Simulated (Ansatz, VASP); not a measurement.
**Two plane-wave programs on LiCl**

Contents of INCAR:

```
SYSTEM = LiCl
PREC = Accurate ; ENCUT = 520
EDIFF = 1E-6 ; ISMEAR = 0
SIGMA = 0.1 ; LREAL = .False.
LASPH = .True. ; NELM = 100
ALGO = Fast ; ISIF = 2
LWAVE = .False. ; LCHARG = .False.
GGA = PE ; NBANDS = 18
```

Contents of KPOINTS:

```
regular mesh
0
Gamma
  6 6 4
  0 0 0
```

The input POSCAR:

```
LiCl
1.0
    3.9248822083      0.0000000000      0.0000000000
   -1.9624411042      3.3990476993      0.0000000000
    0.0000000000      0.0000000000      6.3571610000
Li Cl
2 2
Direct
    0.6666666700      0.3333333300      0.8760170000
    0.3333333300      0.6666666700      0.3760170000
    0.6666666700      0.3333333300      0.4989840000
    0.3333333300      0.6666666700      0.9989840000
```

Input for Ansatz:

```yaml
crystal:
  lattice:
    - [3.9248822083, 0.0, 0.0]
    - [-1.9624411042, 3.3990476993, 0.0]
    - [0.0, 0.0, 6.357161]
  atoms:
    - { symbol: Li, position: [0.66666667, 0.33333333, 0.876017] }
    - { symbol: Li, position: [0.33333333, 0.66666667, 0.376017] }
    - { symbol: Cl, position: [0.66666667, 0.33333333, 0.498984] }
    - { symbol: Cl, position: [0.33333333, 0.66666667, 0.998984] }
basis:
  ecutwfc: 420
kpoints:
  mp_grid: { grid: [6, 6, 4] }
hamiltonian:
  xc: pbe
scf:
  occupations: { method: gaussian, width: 0.1 }
output:
  forces: true
  stress: true
  eigenvalues: true
```

Measurements of this composition are mostly on another form, of space group No. 225.

Alike in both runs: task single point; functional PBE; k mesh 6 × 6 × 4; occupations gaussian, width 0.1 eV; no spin polarisation.

|  | VASP | Ansatz |
| --- | --- | --- |
| version | VASP 6.6.1 | Ansatz 0.2.0 |
| potentials or method | VASP PAW PBE potentials, release 64 (Li_sv, Cl) | scalar-relativistic, plane waves, PAW |
| plane-wave cutoff (eV) | 520 | 420 |
| valence electrons in the cell | 20 | 20 |

```csv
,VASP,Ansatz,Ansatz less VASP
gap on the k mesh at the Fermi level (eV),5.94,5.94,-0.004
least direct gap on the mesh (eV),5.94,5.94,-0.004
rms of the force components (eV/Å),0.009,0.009,+0.0001
```

Atom by atom the forces differ by 0.000 eV/Å (rms over components).

 A k mesh can miss the band edges. As with any semilocal functional, this PBE gap is likely too small.
